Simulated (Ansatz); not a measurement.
## Al$_{3}$Cu: enthalpy under pressure, worked through

The calculation used Ansatz, DFT PBEsol, scalar-relativistic, plane waves, PAW. (420 eV cutoff, 16×16×6 k-mesh, Gaussian smearing of 0.10 eV, no spin polarisation)

Starting point, cell and atoms relaxed:

```xyz
4
Lattice="2.7797 0.0000 0.0000 0.0000 2.7797 0.0000 0.0000 0.0000 7.6030" Properties=species:S:1:pos:R:3 pbc="T T T"
Al    0.0000    0.0000    3.8015
Al    1.3898    1.3898    1.6779
Al    1.3898    1.3898    5.9251
Cu    0.0000    0.0000    0.0000
```

Cell and atoms were relaxed at each target pressure within the start's symmetry (P4/mmm), at zero temperature; other phases can be more stable under pressure. H = E + PV with P the target; E is the free energy at the smearing used, whose derivative the pressure is, per atom and counted from zero pressure.

| P (GPa) | V (Å³/atom) | E − E0 (meV) | H − H0 (meV) |
| --- | --- | --- | --- |
| 0 | 14.686 | 0.0 | 0.0 |
| 3 | 14.278 | 3.7 | 271.0 |
| 8 | 13.713 | 22.6 | 707.3 |
| 15 | 13.078 | 67.5 | 1291.9 |
| 30 | 12.077 | 205.1 | 2466.4 |
| 60 | 10.794 | 555.4 | 4597.7 |

Problem. Thermodynamics gives dH/dP = V along a relaxed path. Integrate V over P by the trapezoid rule and compare with the computed enthalpies.

Solution. With 1 eV/Å³ = 160.22 GPa, each step adds the mean volume times ΔP / 160.22:
```
P (GPa)  ∫V dP (meV) H − H0 (meV) difference (meV)
      3        271.2         271.0               0.2
      8        707.9         707.3               0.6
     15       1293.2        1291.9               1.3
     30       2470.7        2466.4               4.3
     60       4612.0        4597.7              14.2
```

V(P) curves upward, so the trapezoid rule runs high; integrating a smooth curve through the same points (P as a polynomial of degree 4 in ln V) puts that excess at about 14.1 meV at 60 GPa, against the 14.2 meV found.

Problem. At 60 GPa, how much of the enthalpy change is stored energy and how much is the PV term?

Solution. E rises by 555 meV/atom and PV is 60 × 10.794 / 160.22 = 4042 meV/atom, so PV makes 88 % of ΔH. So between rival structures at high pressure a small difference in volume can outweigh the difference in energy: 1 % of this volume is worth 40.4 meV/atom at this pressure.

Problem. What bulk modulus do the lowest pressures give?

Solution. From the pressures that the runs reached, -3.01 GPa (15.172 Å³) and 2.97 GPa (14.278 Å³), B = −ΔP/Δln V = 5.98 / 0.0607 = 99 GPa, a mean over that range.

Al$_{3}$Cu stiffens markedly on compression: the volume falls from 14.686 to 12.077 Å³/atom over the first 30 GPa, but only to 10.794 over the next 30. In a metal of this kind, squeezing the valence electrons raises their kinetic energy steeply, and overlap of the ion cores, including the filled Cu 3d shell, probably adds to the repulsion. The low-pressure bulk modulus of 99 GPa lies between those of aluminium and copper, as expected for an Al-rich alloy of the two.

The PV term dominates because the stored energy starts from a minimum and grows roughly quadratically with pressure at first, while PV grows almost linearly. The energy's share of the enthalpy therefore rises at every step, though it is still the minor part at 60 GPa. The close match between integrated volumes and enthalpies shows that the data are internally consistent, which is no test of the functional's accuracy. Volumes alone don't reveal whether the layered Al–Cu stacking compresses more along the tetragonal axis or within the planes.
